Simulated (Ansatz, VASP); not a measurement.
## Two plane-wave programs on In

File INCAR:

```
SYSTEM = In
ALGO = Fast
EDIFF = 1E-6
ENCUT = 520
GGA = PE
ISIF = 2
ISMEAR = 0
IVDW = 12
LASPH = .TRUE.
LCHARG = .TRUE.
LELF = .TRUE.
LREAL = .FALSE.
LVHAR = .TRUE.
LWAVE = .FALSE.
NBANDS = 20
NELM = 100
PREC = Accurate
SIGMA = 0.15
```

KPOINTS

```
k-points
0
G
  18 18 10
  0 0 0
```

File POSCAR:

```
In
1.0
    3.2354202386      0.0000000000      0.0000000000
   -1.6177101193      2.8019561185      0.0000000000
    0.0000000000      0.0000000000      5.6744172076
In
2
Direct
    0.3333333333      0.6666666667      0.2500000000
    0.6666666667      0.3333333333      0.7500000000
```

Input for Ansatz:

```yaml
crystal:
  lattice:
    - [3.2354202386, 0.0, 0.0]
    - [-1.6177101193, 2.8019561185, 0.0]
    - [0.0, 0.0, 5.6744172076]
  atoms:
    - { symbol: In, position: [0.3333333333, 0.6666666667, 0.25] }
    - { symbol: In, position: [0.6666666667, 0.3333333333, 0.75] }
basis:
  ecutwfc: 420
kpoints:
  mp_grid: { grid: [18, 18, 10] }
hamiltonian:
  xc: pbe
  dispersion: d3bj
scf:
  occupations: { method: gaussian, width: 0.15 }
output:
  forces: true
  stress: true
  eigenvalues: true
```

Change from the starting cell: strain -0.030 along x and y, +0.030 along z, atoms carried along.

Alike in both runs: task single point; functional PBE; dispersion D3(BJ); k mesh 18 × 18 × 10; occupations gaussian, width 0.15 eV; no spin polarisation.

```csv
,VASP,Ansatz
version,VASP 6.6.1,Ansatz 0.2.0
potentials or method,"VASP PAW PBE potentials, release 64 (In_d)","scalar-relativistic, plane waves, PAW"
plane-wave cutoff (eV),520,420
valence electrons in the cell,26,26
```

VASP gave:

```
gap on the k mesh at the Fermi level (eV)       : none
pressure (GPa)                                  : 0.9
largest component of the traceless stress (GPa) : 1.06
```

**Question.** What did Ansatz give for the same quantities?

**Answer.** gap on the k mesh at the Fermi level (eV): none; pressure (GPa): 1.0; largest component of the traceless stress (GPa): 1.04.

A gap of «none» marks a metal or a gap that the smearing closes.

Caveats: pairwise dispersion overbinds metals, which lowers pressure and volume.
